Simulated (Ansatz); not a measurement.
## CoPtO$_{2}$: strain energy, fitted

CoPtO$_{2}$, R-3m, a = 2.810 Å, c = 17.697 Å. The structure is a Materials Project entry; whether it is the stable form wasn't checked. Ansatz: PBEsol, PAW, 420 eV, Γ-centred 12×12×2 mesh on 12 atoms, Gaussian smearing 0.10 eV; no spin polarisation. Series: shear of c along a, cell held, atoms relaxed; x is the strain in per cent (engineering shear). y is the free energy over the unstrained cell, V0 = 10.086 Å³/atom. Symmetry makes y even in x.

```tsv
x (%)	y (meV/atom)
0.0	0.00
2.0	1.01
4.0	4.11
6.0	9.31
8.0	16.65
12.0	?
```

Question: Fit y = c2 x² + c4 x⁴ to the other rows, turn c2 into a modulus, and predict the missing energy.

Answer: Least squares on the rows shown. y = 0.25614 x² + 6.3246×10⁻⁵ x⁴. In eV per unit strain² c2 is 2.561; this is the shear stiffness (E = ½ C V0 γ²): 2 × 2.561 × 160.2 / (10.086) = 81 GPa. At x = 12.0 the fit asked for gives 38.20 meV/atom. The run gave 37.95 meV/atom, so the fit is 0.25 meV/atom too high, 0.66 % of the span of the series, against an rms of 0.009 meV/atom on the fitted rows. The row lies outside the fitted range. With a term in x⁶ added, a fit to the same known rows predicts 36.78 meV/atom, which misses by about as much or more on the other side: the known rows don't fix the higher terms.

Spin polarisation was left out, and a magnetic state may lie lower. Spin–orbit coupling is left out, which can shift energies with elements as heavy as these.